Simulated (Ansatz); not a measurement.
BN (P6_3/mmc), computed twice by G0W0.

```
B N
1.0
     2.50399    0.00000    0.00000
    -1.25199    2.16852    0.00000
     0.00000    0.00000    6.66120
B N
2 2
Direct
  0.33333 0.66667 0.25000
  0.66667 0.33333 0.75000
  0.33333 0.66667 0.75000
  0.66667 0.33333 0.25000
```

The cell and positions come from the Crystallography Open Database and are kept as given unless a step says otherwise.

The first (Ansatz 0.2.0; start PBE, 12×12×4 mesh, 324 empty bands, screening to 250 eV, hard PAW files; 1 × NVIDIA H100 80GB HBM3 (shared by 6 runs) with 3 threads of AMD EPYC 7R13 (Zen 3), shared host) gave, on its mesh: starting gap 4.29 eV, G0W0 gap 5.98 eV, RPA ε∞ (mean) 3.86, 5.5 min.

The second changes start from PBE to LDA. What does it give?

It gave: starting gap 4.09 eV, G0W0 gap 5.94 eV, RPA ε∞ (mean) 3.99, 2.7 min. The G0W0 gap moves by −0.05 eV, −0.20 eV from the start and +0.15 eV from the correction. Σc changes by −0.09 eV at the valence top and −0.08 eV at the conduction bottom, and Σx − Vxc between them by +0.14 eV.

Limits: not at the basis limit.

[Paths, hosts, dates, memory and timing lines, banners, echoed tables and standing remarks are left out of the program output.]

[Logs are printed without paths, hosts, clocks, repeated set-up lines and the standing remarks that a program may print on its own settings, such as how far it seeks lower states.]

[Runs of the session that timed out or met a known fault of the program may be left out.]

[Cells called generated may have been cut or substituted from an entry of the Crystallography Open Database or the Materials Project.]

[Hosts, paths, dates, database ids (printed as entryN), source tags and the programs' standing remarks are cut or masked in the printed files.]
